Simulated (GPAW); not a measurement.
Crystal: I.

```
I
1.0
     3.63503   -2.39502    0.00000
     3.63503    2.39502    0.00000
     0.00000    0.00000    9.79344
I
4
Direct
  0.64930 0.35070 0.38440
  0.14930 0.85070 0.11560
  0.35070 0.64930 0.61560
  0.85070 0.14930 0.88440
```

Base run:

- Program: GPAW 26.7.0
- Functional: LDA
- Potentials or basis: the program's PAW data sets (release 1.2.1) made for this functional
- Cutoff: 450 eV
- Basis: pw
- k mesh: 6 × 6 × 3
- Occupations: fermi-dirac, width 0.001 eV
- Spin: no spin polarisation

Its results: band gap on the k mesh 1.20 eV, indirect (least direct gap 1.29 eV).

The run is repeated on the same cell with these changes: functional from LDA to RPBE. What comes out?

Band gap on the k mesh 1.35 eV, indirect (least direct gap 1.44 eV).

Caveats: with so narrow a direct gap the onset needs a denser k mesh; the long-wavelength limit can be off by a per cent or two; spin-orbit coupling is left out, which moves the levels of the heavy elements; an odd mesh through Γ misses points on the zone boundary, where band edges often lie.
